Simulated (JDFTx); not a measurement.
# Al (Fm-3m) in JDFTx: equation of state

How stiff is Al in PBE, and what volume does it want? The cell is scaled to several volumes.

Program: JDFTx 1.7.0 (patched build). These are calculated values, not measurements. Logs are shortened: lines on timing, memory, paths and dates and some standing lists are left out, and cuts for length are marked. The log counts tension as positive stress, the text compression.

**Measured values to compare with.**

“The interpretation of polycrystalline coherent inelastic neutron scattering from aluminium”, 2013, pmc:3831299 quotes, for a bulk crystal of Al: bulk modulus 76.9 GPa.

The runs below are set against these values where they give the same quantity.

## (1) The crystal as given

It takes space group Fm-3m (No. 225, cubic). Conventional cell: a = 4.050 Å, b = 4.050 Å, c = 4.050 Å, α = 90.00°, β = 90.00°, γ = 90.00°. Around Al (site symmetry m-3m) lie 12 Al at 2.86 Å.

## (2) Equation of state, PBE, 15.61 Å³/atom (volume scaled by 0.94)

Contents of Al.in:

```
lattice \
    0.0000000000     3.7482166844     3.7482166844 \
    3.7482166844     0.0000000000     3.7482166844 \
    3.7482166844     3.7482166844     0.0000000000
coords-type Lattice
ion Al     0.0000000000     0.0000000000     0.0000000000 1

ion-species pseudo/Al.upf
elec-cutoff 20
elec-ex-corr gga-PBE
kpoint-folding 11 11 11
elec-smearing Fermi 0.0018374661
elec-n-bands 6
electronic-SCF nIterations 100 energyDiffThreshold 1e-08
electronic-minimize nIterations 30 energyDiffThreshold 1e-7
forces-output-coords Cartesian

dump-name run.$VAR
dump End Ecomponents EigStats BandEigs Kpoints Forces Stress
```

Potentials or basis: PseudoDojo-SR-PBE-0.5-standard.

Run with:

```
$ jdftx -c 1 -i Al.in -o Al.out
```

The program printed:

```text
*************** JDFTx 1.7.0 (patched build) ***************

[... 9 lines left out ...]
---------- Initializing the Grid ----------
R =
[            0      3.74822      3.74822  ]
[      3.74822            0      3.74822  ]
[      3.74822      3.74822            0  ]
unit cell volume = 105.318
G =
[  -0.838157   0.838157   0.838157  ]
[   0.838157  -0.838157   0.838157  ]
[   0.838157   0.838157  -0.838157  ]
Minimum fftbox size, Smin = [  24  24  24  ]
Chosen fftbox size, S = [  24  24  24  ]

---------- Exchange Correlation functional ----------
Initalized PBE GGA exchange.
Initalized PBE GGA correlation.

---------- Setting up pseudopotentials ----------
Width of ionic core gaussian charges (only for fluid interactions / plotting) set to 0

Reading pseudopotential file 'pseudo/Al.upf':
  'Al' pseudopotential, 'PBE' functional
  Generated using ONCVPSP code by D. R. Hamann
  3 valence electrons, 2 orbitals, 6 projectors, 1001 radial grid points, with lMax = 2
    3S    l: 0   occupation:  2.0   eigenvalue: -0.284914
    3P    l: 1   occupation:  1.0   eigenvalue: -0.099668
  Core radius for overlap checks: 1.74 bohrs.

Initialized 1 species with 1 total atoms.

Folded 1 k-points by 11x11x11 to 1331 k-points.

---------- Setting up k-points, bands, fillings ----------
Reduced to 56 k-points under symmetry.
Computing the number of bands and number of electrons
Calculating initial fillings.
nElectrons:   3.000000   nBands: 6   nStates: 56

----- Setting up reduced wavefunction bases (one per k-point) -----
average nbasis = 449.896 , ideal nbasis = 449.928

---------- Setting up ewald sum ----------
Optimum gaussian width for ewald sums = 1.910852 bohr.
Real space sum over 2197 unit cells with max indices [  6  6  6  ]
Reciprocal space sum over 2197 terms with max indices [  6  6  6  ]

---------- Allocating electronic variables ----------
Initializing wave functions:  linear combination of atomic orbitals
Note: number of bands (6) exceeds available atomic orbitals (4)
Al pseudo-atom occupations:   s ( 2 )  p ( 1 )
	FillingsUpdate:  mu: +0.335719092  nElectrons: 3.000000
LCAOMinimize: Iter:   0  F: -2.0632674716329400  |grad|_K:  1.331e-04  alpha:  1.000e+00
	FillingsUpdate:  mu: +0.335743284  nElectrons: 3.000000
LCAOMinimize: Iter:   1  F: -2.0632848605751608  |grad|_K:  7.229e-07  alpha:  9.729e-01  linmin:  6.620e-02  cgtest: -6.031e-01
	FillingsUpdate:  mu: +0.335743273  nElectrons: 3.000000
LCAOMinimize: Iter:   2  F: -2.0632848609035404  |grad|_K:  4.399e-07  alpha:  9.842e-01  linmin:  1.275e-04  cgtest:  6.108e-01
LCAOMinimize: Encountered beta<0, resetting CG.
	FillingsUpdate:  mu: +0.335743193  nElectrons: 3.000000
LCAOMinimize: Iter:   3  F: -2.0632848610927548  |grad|_K:  1.918e-09  alpha:  9.716e-01  linmin:  5.644e-02  cgtest: -4.954e-01
LCAOMinimize: Converged (|Delta F|<1.000000e-06 for 2 iters).

-------- Electronic minimization -----------
Will mix electronic density at each iteration.
	FillingsUpdate:  mu: +0.335743193  nElectrons: 3.000000
	FillingsUpdate:  mu: +0.313130377  nElectrons: 3.000000
SCF: Cycle:  0   F: -2.090304245583614   dF: -2.702e-02   |Residual|: 8.311e-03   |deigs|: 7.242e-01
	FillingsUpdate:  mu: +0.312946539  nElectrons: 3.000000
SCF: Cycle:  1   F: -2.090541399427615   dF: -2.372e-04   |Residual|: 4.730e-03   |deigs|: 1.115e-02
	FillingsUpdate:  mu: +0.312943273  nElectrons: 3.000000
SCF: Cycle:  2   F: -2.090557878322800   dF: -1.648e-05   |Residual|: 2.486e-04   |deigs|: 3.069e-03
	FillingsUpdate:  mu: +0.312942201  nElectrons: 3.000000
SCF: Cycle:  3   F: -2.090559258096036   dF: -1.380e-06   |Residual|: 1.112e-04   |deigs|: 1.134e-03
	FillingsUpdate:  mu: +0.312941575  nElectrons: 3.000000
SCF: Cycle:  4   F: -2.090559623277595   dF: -3.652e-07   |Residual|: 1.611e-05   |deigs|: 7.379e-04
	FillingsUpdate:  mu: +0.312941963  nElectrons: 3.000000
SCF: Cycle:  5   F: -2.090559700957727   dF: -7.768e-08   |Residual|: 7.590e-06   |deigs|: 4.989e-04
	FillingsUpdate:  mu: +0.312942133  nElectrons: 3.000000
SCF: Cycle:  6   F: -2.090559725749412   dF: -2.479e-08   |Residual|: 2.737e-06   |deigs|: 1.748e-03
	FillingsUpdate:  mu: +0.312942153  nElectrons: 3.000000
SCF: Cycle:  7   F: -2.090559730407808   dF: -4.658e-09   |Residual|: 2.840e-06   |deigs|: 7.746e-04
	FillingsUpdate:  mu: +0.312942334  nElectrons: 3.000000
SCF: Cycle:  8   F: -2.090559732299814   dF: -1.892e-09   |Residual|: 1.769e-06   |deigs|: 5.610e-04
SCF: Converged (|Delta E|<1.000000e-08 for 2 iters).

Setting wave functions to eigenvectors of Hamiltonian

# Stress tensor in Cartesian coordinates [Eh/a0^3]:
[ -0.000162811            0            0  ]
[            0 -0.000162811            0  ]
[            0            0 -0.000162811  ]

# Ionic positions in lattice coordinates:
ion Al   0.000000000000000   0.000000000000000   0.000000000000000 1

# Forces in Cartesian coordinates:
force Al   0.000000000000000  -0.000000000000000  -0.000000000000000 1

# Energy components:
   Eewald =       -2.7522260678500303
       EH =        0.0039660217415016
     Eloc =        0.2612921107112964
      Enl =        0.3829606130187347
      Exc =       -1.0981804560807278
 Exc_core =        0.2269457277499428
       KE =        0.8848262401698553
-------------------------------------
     Etot =       -2.0904158105394273
       TS =        0.0001439217603870
-------------------------------------
        F =       -2.0905597322998144

IonicMinimize: Iter:   0  F: -2.090559732299814  |grad|_K:  0.000e+00
IonicMinimize: Converged (|grad|_K<1.000000e-04).

#--- Lowdin population analysis ---
# oxidation-state Al +0.047

Dumping 'run.eigStats' ...
	eMin: -0.110664 at state 0 ( [ +0.000000 +0.000000 +0.000000 ] spin 0 )
	HOMO: +0.311452 at state 32 ( [ +0.000000 +0.363636 -0.454545 ] spin 0 )
	mu  : +0.312942
	LUMO: +0.314177 at state 38 ( [ +0.090909 +0.181818 +0.454545 ] spin 0 )
	eMax: +1.010473 at state 28 ( [ +0.000000 +0.272727 -0.363636 ] spin 0 )
	HOMO-LUMO gap: +0.002726
	Optical gap  : +0.029108 at state 32 ( [ +0.000000 +0.363636 -0.454545 ] spin 0 )
Done!
```

It took 4.8 s on 1 thread of Intel Xeon Platinum 8488C (Sapphire Rapids), shared host; peak memory 0.04 GiB.

What came out:

| Property | Result |
| --- | --- |
| Free energy | -56.8870 eV |
| Pressure | 4.8 GPa |
| Band gap on the k mesh | none (metal or under the smearing width) |

## (3) Equation of state, PBE, 15.94 Å³/atom (volume scaled by 0.96)

Al.in: that of step 2 with these lines changed.

```diff
@@ -1,5 +1,5 @@
 lattice \
-    0.0000000000     3.7482166844     3.7482166844 \
-    3.7482166844     0.0000000000     3.7482166844 \
-    3.7482166844     3.7482166844     0.0000000000
+    0.0000000000     3.7746134462     3.7746134462 \
+    3.7746134462     0.0000000000     3.7746134462 \
+    3.7746134462     3.7746134462     0.0000000000
 coords-type Lattice
```

Potentials or basis: PseudoDojo-SR-PBE-0.5-standard.

Run with:

```
$ jdftx -c 1 -i Al.in -o Al.out
```

Run time: 5.4 s. Hardware: 1 thread of Intel Xeon Platinum 8488C (Sapphire Rapids), shared host; peak memory 0.04 GiB.

Results (log left out):

```yaml
Free_energy: -56.8949 eV
Pressure: 2.8 GPa
Band_gap_on_the_k_mesh: none (metal or under the smearing width)
```

## (4) Equation of state, PBE, 16.27 Å³/atom (volume scaled by 0.98)

Al.in: that of step 3 with these lines changed.

```diff
@@ -1,5 +1,5 @@
 lattice \
-    0.0000000000     3.7746134462     3.7746134462 \
-    3.7746134462     0.0000000000     3.7746134462 \
-    3.7746134462     3.7746134462     0.0000000000
+    0.0000000000     3.8006460856     3.8006460856 \
+    3.8006460856     0.0000000000     3.8006460856 \
+    3.8006460856     3.8006460856     0.0000000000
 coords-type Lattice
```

Potentials or basis: PseudoDojo-SR-PBE-0.5-standard.

Run with:

```
$ jdftx -c 1 -i Al.in -o Al.out
```

The program printed:

```text
*************** JDFTx 1.7.0 (patched build) ***************

[... 9 lines left out ...]
---------- Initializing the Grid ----------
R =
[            0      3.80065      3.80065  ]
[      3.80065            0      3.80065  ]
[      3.80065      3.80065            0  ]
unit cell volume = 109.8
G =
[  -0.826594   0.826594   0.826594  ]
[   0.826594  -0.826594   0.826594  ]
[   0.826594   0.826594  -0.826594  ]
Minimum fftbox size, Smin = [  24  24  24  ]
Chosen fftbox size, S = [  24  24  24  ]

---------- Exchange Correlation functional ----------
Initalized PBE GGA exchange.
Initalized PBE GGA correlation.

---------- Setting up pseudopotentials ----------
Width of ionic core gaussian charges (only for fluid interactions / plotting) set to 0

Reading pseudopotential file 'pseudo/Al.upf':
  'Al' pseudopotential, 'PBE' functional
  Generated using ONCVPSP code by D. R. Hamann
  3 valence electrons, 2 orbitals, 6 projectors, 1001 radial grid points, with lMax = 2
    3S    l: 0   occupation:  2.0   eigenvalue: -0.284914
[... 55 lines left out ...]
	FillingsUpdate:  mu: +0.297030438  nElectrons: 3.000000
SCF: Cycle:  8   F: -2.090989315848317   dF: -1.726e-09   |Residual|: 1.355e-06   |deigs|: 9.978e-04
SCF: Converged (|Delta E|<1.000000e-08 for 2 iters).

Setting wave functions to eigenvectors of Hamiltonian

# Stress tensor in Cartesian coordinates [Eh/a0^3]:
[ -3.28323e-05            0            0  ]
[            0 -3.28323e-05            0  ]
[            0            0 -3.28323e-05  ]

# Ionic positions in lattice coordinates:
ion Al   0.000000000000000   0.000000000000000   0.000000000000000 1

# Forces in Cartesian coordinates:
force Al   0.000000000000000  -0.000000000000000   0.000000000000000 1

# Energy components:
   Eewald =       -2.7142594796819917
       EH =        0.0036974779272299
     Eloc =        0.2399855289265151
      Enl =        0.3782581218540716
      Exc =       -1.0869836158272714
 Exc_core =        0.2269446639197152
       KE =        0.8615142457766456
-------------------------------------
     Etot =       -2.0908430571050856
       TS =        0.0001462587432316
-------------------------------------
        F =       -2.0909893158483173

IonicMinimize: Iter:   0  F: -2.090989315848317  |grad|_K:  0.000e+00
IonicMinimize: Converged (|grad|_K<1.000000e-04).

#--- Lowdin population analysis ---
# oxidation-state Al +0.046

Dumping 'run.eigStats' ...
	eMin: -0.116134 at state 0 ( [ +0.000000 +0.000000 +0.000000 ] spin 0 )
	HOMO: +0.296445 at state 32 ( [ +0.000000 +0.363636 -0.454545 ] spin 0 )
	mu  : +0.297030
	LUMO: +0.297927 at state 38 ( [ +0.090909 +0.181818 +0.454545 ] spin 0 )
	eMax: +0.976346 at state 28 ( [ +0.000000 +0.272727 -0.363636 ] spin 0 )
	HOMO-LUMO gap: +0.001482
	Optical gap  : +0.025336 at state 32 ( [ +0.000000 +0.363636 -0.454545 ] spin 0 )
Done!
```

Run time: 5.1 s. Hardware: 1 thread of Intel Xeon Platinum 8488C (Sapphire Rapids), shared host; peak memory 0.04 GiB.

Results:

```yaml
Free_energy: -56.8987 eV
Pressure: 1.0 GPa
Band_gap_on_the_k_mesh: none (metal or under the smearing width)
```

## (5) Equation of state, PBE, 16.60 Å³/atom

Al.in: that of step 4 with these lines changed.

```diff
@@ -1,5 +1,5 @@
 lattice \
-    0.0000000000     3.8006460856     3.8006460856 \
-    3.8006460856     0.0000000000     3.8006460856 \
-    3.8006460856     3.8006460856     0.0000000000
+    0.0000000000     3.8263269058     3.8263269058 \
+    3.8263269058     0.0000000000     3.8263269058 \
+    3.8263269058     3.8263269058     0.0000000000
 coords-type Lattice
```

Run with:

```
$ jdftx -c 1 -i Al.in -o Al.out
```

It took 5.1 s on 1 thread of Intel Xeon Platinum 8488C (Sapphire Rapids), shared host; peak memory 0.04 GiB.

The run converged. Its results:

* Free energy: -56.8990 eV
* Pressure: -0.7 GPa
* Band gap on the k mesh: none (metal or under the smearing width)

## (6) Equation of state, PBE, 16.93 Å³/atom (volume scaled by 1.02)

Al.in: that of step 5 with these lines changed.

```diff
@@ -1,5 +1,5 @@
 lattice \
-    0.0000000000     3.8263269058     3.8263269058 \
-    3.8263269058     0.0000000000     3.8263269058 \
-    3.8263269058     3.8263269058     0.0000000000
+    0.0000000000     3.8516675575     3.8516675575 \
+    3.8516675575     0.0000000000     3.8516675575 \
+    3.8516675575     3.8516675575     0.0000000000
 coords-type Lattice
```

Potentials or basis: PseudoDojo-SR-PBE-0.5-standard.

Run with:

```
$ jdftx -c 1 -i Al.in -o Al.out
```

Wall time 4.9 s (1 thread of Intel Xeon Platinum 8488C (Sapphire Rapids), shared host); peak memory 0.04 GiB.

Results (log left out):

- Free energy: -56.8961 eV
- Pressure: -2.1 GPa
- Band gap on the k mesh: none (metal or under the smearing width)

## (7) Equation of state, PBE, 17.27 Å³/atom (volume scaled by 1.04)

Al.in: that of step 6 with these lines changed.

```diff
@@ -1,5 +1,5 @@
 lattice \
-    0.0000000000     3.8516675575     3.8516675575 \
-    3.8516675575     0.0000000000     3.8516675575 \
-    3.8516675575     3.8516675575     0.0000000000
+    0.0000000000     3.8766790868     3.8766790868 \
+    3.8766790868     0.0000000000     3.8766790868 \
+    3.8766790868     3.8766790868     0.0000000000
 coords-type Lattice
```

Run with:

```
$ jdftx -c 1 -i Al.in -o Al.out
```

Wall time 4.9 s (1 thread of Intel Xeon Platinum 8488C (Sapphire Rapids), shared host); peak memory 0.04 GiB.

Results (log left out):

- Free energy: -56.8904 eV
- Pressure: -3.4 GPa
- Band gap on the k mesh: none (metal or under the smearing width)

## (8) Equation of state, PBE, 17.60 Å³/atom (volume scaled by 1.06)

Al.in: that of step 7 with these lines changed.

```diff
@@ -1,5 +1,5 @@
 lattice \
-    0.0000000000     3.8766790868     3.8766790868 \
-    3.8766790868     0.0000000000     3.8766790868 \
-    3.8766790868     3.8766790868     0.0000000000
+    0.0000000000     3.9013719759     3.9013719759 \
+    3.9013719759     0.0000000000     3.9013719759 \
+    3.9013719759     3.9013719759     0.0000000000
 coords-type Lattice
```

Run with:

```
$ jdftx -c 1 -i Al.in -o Al.out
```

It took 5.1 s on 1 thread of Intel Xeon Platinum 8488C (Sapphire Rapids), shared host; peak memory 0.04 GiB.

Results (log left out):

```
Free energy            : -56.8821 eV
Pressure               : -4.6 GPa
Band gap on the k mesh : none (metal or under the smearing width)
```

## (9) Equation of state, PBE

Potentials or basis: PseudoDojo-SR-PBE-0.5-standard.

No new run: the results of the series are fitted here.

Results:

- Equilibrium volume: 16.47 Å³/atom
- Bulk modulus: 80 GPa
- Pressure derivative of the bulk modulus: 4.5

Energy against volume, from the lowest point:
```
volume (Å³/atom)  energy (meV/atom)
          15.607              11.99
          15.939               4.17
          16.271               0.30
          16.603               0.00
          16.935               2.88
          17.267               8.62
          17.599              16.90
```

## (10) Comparison with measurements

Step 9. Against the measured bulk modulus of Al, 76.9 GPa (quoted in “The interpretation of polycrystalline coherent inelastic neutron scattering from aluminium”, 2013, pmc:3831299), the calculated 80 GPa is off by +3.6 %. The fit is for a static lattice scaled at fixed shape and fixed fractional positions. The cell as given is a measured one (16.60 Å³/atom); PBE puts the equilibrium volume -0.8 % from it, thermal expansion not counted.
